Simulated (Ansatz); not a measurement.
One structure, 3 elements: Al3H, Ga3H, In3H

Plane-wave DFT in Ansatz with scalar-relativistic PAW potentials, cutoff 420 eV, Γ-centred meshes chosen by cell and gap, Gaussian smearing with energies taken to zero width. Every cell was relaxed (cell and atoms) in a run of its own, within the symmetry of its start. Functional: PBE.

All members share space group Pm-3m and the same sites; only the element on one set of sites changes (Al, Ga, In). Members needn't be the stable form of their composition. Energies over the elements, where given, are against the elements' standard states in the same functional (H₂, N₂, O₂ and halogens uncorrected, Hg as a solid). The first member:

Space group Pm-3m (No. 221). a = 3.901 Å, b = 3.901 Å, c = 3.901 Å, α = 90.00°, β = 90.00°, γ = 90.00°
```csv
atom,site,symmetry,x,y,z
Al,3c,4/mm.m,0.0000,0.5000,0.5000
H,1a,m-3m,0.0000,0.0000,0.0000
```

Q: How do size, gap and binding change down the group?

A:
| compound | V (Å³/atom) | a (Å) | energy over elements (eV/atom) |
| --- | --- | --- | --- |
| Al3H | 14.84 | 3.901 | 0.485 |
| Ga3H | 15.74 | 3.978 | 0.410 |
| In3H | 22.85 | 4.504 | 0.441 |

Over the series the volume grows at each step down the group; all are metallic on the mesh; none is bound against its elements in this structure, and Ga comes closest.